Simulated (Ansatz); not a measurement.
# HfN: strong compression

One table from this session's results is given with a row withheld; the runs are named, their logs left out.

Method: DFT PBE, with the methods named in each step, in Ansatz 0.2.0.

1 further run of the same task is left out (it didn't finish). Runs told in other sessions of the task aren't counted.

### The starting structure

It takes space group F-43m (No. 216, cubic). Conventional cell: a = 4.788 Å, b = 4.788 Å, c = 4.788 Å, α = 90.00°, β = 90.00°, γ = 90.00°. Hf (site symmetry -43m) is surrounded by 4 N at 2.07 Å. N (site symmetry -43m) is surrounded by 4 Hf at 2.07 Å.

Structure file:

```xyz
2
Lattice="0.0000 2.3940 2.3940 2.3940 0.0000 2.3940 2.3940 2.3940 0.0000" Properties=species:S:1:pos:R:3 pbc="T T T"
Hf    0.0000    0.0000    0.0000
N     1.1970    1.1970    1.1970
```

Whether this phase is the stable one at these pressures isn't tested.

Atoms are numbered in the order of the input: Hf1, N2.

Set-up of the first run:

input.yaml

```yaml
crystal:
  lattice:
    - [0.0, 2.3940192008, 2.3940192008]
    - [2.3940192008, 0.0, 2.3940192008]
    - [2.3940192008, 2.3940192008, 0.0]
  atoms:
    - { symbol: Hf, position: [0.0, 0.0, 0.0] }
    - { symbol: "N", position: [0.25, 0.25, 0.25] }
kpoints:
  mp_grid: { grid: [14, 14, 14] }
scf:
  occupations: { method: fermi_dirac, width: 0.08 }
hamiltonian:
  xc: pbe
  pseudopotentials: { kind: paw }
output:
  forces: true
  stress: true
  write_density: true
  write_potential: true
  elf: true
  volumetric_format: npy
relax:
  f_tol: 0.005
  max_steps: 40
  cell: {}
```

The run is started by

```bash
> ansatz run input.yaml --threads 1 --pin off --max-ram 2048MiB --backend cpu --events-out ev --progress --plain --runs-dir out
```

Steps of the session up to this table: Cell relaxed at zero pressure, PAW; Volume scaled by 1, PAW; Volume scaled by 0.95, PAW; Volume scaled by 0.85, PAW; Volume scaled by 0.75, PAW; Volume scaled by 0.65, PAW; Volume scaled by 0.55, PAW; Volume scaled by 0.45, PAW; Volume scaled by 0.4, PAW; Volume scaled by 0.4, PAW (source ansatz).

One of the session's tables, all rows but one given; the rest of the session is left out.

```
             method  volume over the first  volume (Å³/atom)  pressure (GPa)
                PAW                      1            14.849            0.01
                PAW                   0.95            14.106           10.84
                PAW                   0.85                 ?               ?
                PAW                   0.75            11.137           97.14
                PAW                   0.65             9.652          191.94
                PAW                   0.55             8.167          365.56
                PAW                   0.45             6.682          687.34
                PAW                    0.4             5.940          957.25
PAW (source ansatz)                    0.4             5.940          957.80
```

Estimate the missing values for PAW, 0.85.

**Answer.** volume (Å³/atom): 12.622; pressure (GPa): 42.89. In the column «volume (Å³/atom)» it lies between PAW, 0.75 (11.137) and PAW, 0.95 (14.106).

Limits of these values: At pressures up to 958 GPa the PAW spheres may overlap and frozen cores may not hold, so those PAW values are rough without an all-electron check.
